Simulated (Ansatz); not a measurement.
# HfSi2 (ZrSi2 type): a single-point run

The task is a single-point run on HfSi2 (ZrSi2 type). The structure is shown as the input types it.

Program: Ansatz 0.2.0. Level of theory: DFT r2SCAN, scalar-relativistic, plane waves, PAW. These are calculated values, not measurements.

### 1 The starting structure

The structure is orthorhombic, space group Cmcm (No. 63). Conventional cell: a = 3.645 Å, b = 14.623 Å, c = 3.647 Å, α = 90.00°, β = 90.00°, γ = 90.00°. Hf (site symmetry m2m) is surrounded by 10 Si at 2.69 to 2.95 Å. Si (site symmetry m2m) has 2 Si at 2.39 Å and 6 Hf at 2.69 to 2.95 Å as nearest neighbours. Around Si (site symmetry m2m) lie 4 Si at 2.58 Å and 4 Hf at 2.79 Å.

As a file:

```cif
data_structure
_symmetry_space_group_name_H-M 'P 1'
_symmetry_Int_Tables_number 1
_cell_length_a 7.5352
_cell_length_b 7.5352
_cell_length_c 3.6470
_cell_angle_alpha 90.000
_cell_angle_beta 90.000
_cell_angle_gamma 152.003
_cell_volume 97.21
loop_
_atom_site_label
_atom_site_type_symbol
_atom_site_fract_x
_atom_site_fract_y
_atom_site_fract_z
_atom_site_occupancy
Hf1 Hf 0.60588 0.39412 0.25000 1
Hf2 Hf 0.39412 0.60588 0.75000 1
Si1 Si 0.94719 0.05281 0.25000 1
Si2 Si 0.05281 0.94719 0.75000 1
Si3 Si 0.24993 0.75007 0.25000 1
Si4 Si 0.75007 0.24993 0.75000 1
```

### 2 The calculation

Input file input.yaml:

```yaml
crystal:
  lattice:
    - [1.8227461172, -7.3114222057, 0.0]
    - [1.8227461172, 7.3114222057, 0.0]
    - [0.0, 0.0, 3.6469898843]
  atoms:
    - { symbol: Hf, position: [0.6058800457, 0.3941199543, 0.25] }
    - { symbol: Hf, position: [0.3941199543, 0.6058800457, 0.75] }
    - { symbol: Si, position: [0.9471874423, 0.0528125577, 0.25] }
    - { symbol: Si, position: [0.0528125577, 0.9471874423, 0.75] }
    - { symbol: Si, position: [0.2499264586, 0.7500735414, 0.25] }
    - { symbol: Si, position: [0.7500735414, 0.2499264586, 0.75] }
basis:
  ecutwfc: 500
  ecutrho_ratio: 4
kpoints:
  mp_grid: { grid: [8, 8, 8] }
hamiltonian:
  xc: r2scan
scf:
  occupations: { method: gaussian, width: 0.05 }
  max_iter: 100
output:
  forces: true
  stress: true
magnetization:
  spin_polarized: true
  initial_magnetization: 15
```

Command:

```sh
$ ansatz run input.yaml --threads 4 --pin off --max-ram 7168MiB --backend cpu --events-out ev --progress --plain --runs-dir out
```

What happens when this is run?

The run converged and reported no error, with warnings (given moment on shells, seeded moment not kept, stability check not made). Its log warns: «where an SCF of this run starts from atoms to list the orders of its open shells, Hf (sites 0, 1, from 0) starts with 2.00 μB on its 5d shell ...»

In the input, magnetization.spin_polarized is true; magnetization.initial_magnetization is 15. What could go wrong: unrealistic starting moment. The run ends with a total moment of 0.00 μB. It still converged here, which does not make the setting sound.

The test: delete magnetization.spin_polarized and magnetization.initial_magnetization (the default then holds).
